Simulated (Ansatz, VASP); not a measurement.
Ru2S in VASP and in Ansatz

```xyz
3
Lattice="0.0000 2.7618 2.7618 2.7618 0.0000 2.7618 2.7618 2.7618 0.0000" Properties=species:S:1:pos:R:3 pbc="T T T"
Ru    1.3809    1.3809    1.3809
Ru    4.1428    4.1428    4.1428
S     0.0000    0.0000    0.0000
```

Alike in both runs: functional PBE; k mesh 6 × 6 × 6; occupations gaussian, width 0.1 eV; no spin polarisation.

Ansatz relaxed the structure, and its values are those at the end. VASP's run is a single point on that final structure, the one shown.

|  | VASP | Ansatz |
| --- | --- | --- |
| version | VASP 6.6.1 | Ansatz 0.2.0 |
| potentials or method | VASP PAW PBE potentials, release 64 (Ru_pv, S) | scalar-relativistic, plane waves, PAW |
| plane-wave cutoff (eV) | 520 | 420 |
| valence electrons in the cell | 34 | 38 |

```tsv
	VASP	Ansatz	Ansatz less VASP
gap on the k mesh at the Fermi level (eV)	none	none	-
pressure (GPa)	0.0	0.0	+0.02
```

A gap of «none» marks a metal or a gap that the smearing closes. The two sets of potentials don't hold the same shells in valence.
